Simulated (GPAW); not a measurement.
Something may be wrong with this GPAW 26.7.0 calculation of Os.

File run.py:

```python
import json
import numpy as np
from ase import Atoms
from ase.constraints import FixSymmetry
from ase.io import read, write
from ase.optimize import BFGS
from phonopy import Phonopy
from phonopy.structure.atoms import PhonopyAtoms
from gpaw import GPAW, PW, setup_paths

setup_paths.insert(0, '.')

atoms = read('POSCAR')

calc = GPAW(mode=PW(510),
            xc='PBEsol',
            kpts=(6, 6),
            occupations={'name': 'fermi-dirac', 'width': 0.05},
            nbands=27,
            convergence={'density': 1e-06, 'eigenstates': 1e-09},
            maxiter=75,
            txt='gpaw.txt')
atoms.calc = calc
atoms.set_constraint(FixSymmetry(atoms))
BFGS(atoms, trajectory='relax.traj', logfile='-').run(fmax=0.005, steps=40)
atoms.set_constraint()
energy = atoms.get_potential_energy()
forces = atoms.get_forces()
stress = atoms.get_stress()
calc.write('gs.gpw')
write('result.traj', atoms)
print('Cell:', atoms.cell.cellpar().round(4))
print(atoms.get_scaled_positions().round(5))

def force_constants(scale):
    unit = PhonopyAtoms(symbols=atoms.get_chemical_symbols(), cell=atoms.cell[:] * scale**(1 / 3),
                        scaled_positions=atoms.get_scaled_positions())
    ph = Phonopy(unit, supercell_matrix=np.diag([2, 2, 2]), primitive_matrix=np.eye(3), symprec=1e-4)
    ph.generate_displacements(distance=0.01)
    forces = []
    for i, sc in enumerate(ph.supercells_with_displacements):
        a = Atoms(sc.symbols, cell=sc.cell, scaled_positions=sc.scaled_positions, pbc=True)
        c = GPAW(mode=PW(510),
                 xc='PBEsol',
                 kpts={'size': (3, 3, 2), 'gamma': True},
                 occupations={'name': 'fermi-dirac', 'width': 0.05},
                 nbands=162,
                 convergence={'density': 1e-06, 'eigenstates': 1e-09},
                 maxiter=75,
                 txt=f'disp-{scale:.3f}-{i:02d}.txt')
        a.calc = c
        f = a.get_forces()
        forces.append(f - f.mean(axis=0))
        print(f'displacement {i}: drift', f.mean(axis=0).round(5), flush=True)
    ph.forces = forces
    ph.produce_force_constants()
    ph.symmetrize_force_constants()
    return ph

qpoints = [[0.0, 0.0, 0.0], [0.0, 0.0, 0.5], [0.0, 0.5, 0.0], [0.0, 0.5, 0.5], [0.5, 0.0, 0.0], [0.5, 0.0, 0.5], [0.5, 0.5, 0.0], [0.5, 0.5, 0.5]]
results = {}
for scale in [1.0]:
    ph = force_constants(scale)
    ph.run_qpoints(qpoints)
    nu = ph.qpoints.frequencies * 33.35641  # THz to cm^-1
    results[f'{scale:.3f}'] = nu.tolist()
    for qp, f in zip(qpoints, nu):
        print(scale, np.round(qp, 4), f.round(2))

path = atoms.cell.bandpath('GMKGALHA,LM,KH', npoints=60, eps=1e-4)
ph.run_qpoints(path.kpts)
results['path'] = (ph.qpoints.frequencies * 33.35641).tolist()
results['path_q'] = path.kpts.tolist()
x, ticks, names = path.get_linear_kpoint_axis()
results['axis'] = [x.tolist(), list(ticks), names]
ph.run_mesh([15, 15, 15], is_gamma_center=True)
ph.run_thermal_properties(temperatures=[0, 100, 200, 300, 500, 800], cutoff_frequency=0.05)
tp = ph.thermal_properties
results['thermal'] = [list(v) for v in (tp.temperatures, tp.free_energy, tp.entropy, tp.heat_capacity)]
for t, fv, s, cv in zip(*results['thermal']):
    print(f'{t:6.0f} K  F {fv:9.4f} kJ/mol  S {s:9.4f} J/K/mol  Cv {cv:9.4f} J/K/mol')
json.dump(results, open('phonons.json', 'w'))
```

The input POSCAR:

```
Os
1.0
    2.7341000000      0.0000000000      0.0000000000
   -1.3670500000      2.3678000565      0.0000000000
    0.0000000000      0.0000000000      4.3197000000
Os
2
Direct
    0.6666666667      0.3333333333      0.7500000000
    0.3333333333      0.6666666667      0.2500000000
```

Potentials or basis: PAW data sets generated in the run's folder for this functional, pw.

Command:

```bash
$ gpaw-setup -f PBEsol Os
$ OMP_NUM_THREADS=1 python run.py
```

gpaw.txt:

```text
__  _  _
 | _ |_)|_||  |
 |__||  | ||/\| - 26.7.0

Input parameters:
  mode=PW(ecut=510.0),
  convergence={'density': 1e-06, 'eigenstates': 1e-09},
  kpts=MonkhorstPack(size=array([6, 6])),
  maxiter=75,
  nbands=27,
  occupations=Occupations(name='fermi-dirac', width=0.05),
  xc=XC(name='PBEsol')
```

On the terminal:

```text
[... 19 lines left out ...]
  File "dft.py", line 731, in build
  File "new/brillouin.py", line 80, in __init__
  File "dft/kpoints.py", line 22, in monkhorst_pack
ValueError: axes don't match array
```

What happened, and what is wrong with the input?

The program refused the input. The input holds a flaw that was put in on purpose: k mesh with two numbers (kpts = [6, 6]).
